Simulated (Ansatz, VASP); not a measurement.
**Two plane-wave programs on Ca**

```
Ca
1.0
    -2.20381    2.16290    2.16035
     2.21237   -2.21105    2.21730
     2.22688    2.23412   -2.20869
Ca
1
Direct
  0.50653 0.49482 0.99392
```

Change from the starting cell: cell strained at random at fixed volume.

Alike in both runs: task single point; functional PBE; k mesh 9 × 9 × 9; occupations fermi-dirac, width 0.05 eV; no spin polarisation.

|  | VASP | Ansatz |
| --- | --- | --- |
| version | VASP 6.6.1 | Ansatz 0.2.0 |
| potentials or method | VASP PAW PBE potentials, release 64 (Ca_sv) | Ansatz PAW |
| plane-wave cutoff (eV) | 520 | 420 |
| valence electrons in the cell | 10 | 10 |

```csv
,VASP,Ansatz,Ansatz less VASP
gap on the k mesh at the Fermi level (eV),none,none,-
pressure (GPa),-0.2,-0.2,-0.01
largest component of the traceless stress (GPa),0.21,0.21,0.000
```

A gap of «none» marks a metal or a gap that the smearing closes. With one functional, cell and mesh, what is left measures potentials, basis and numerics.
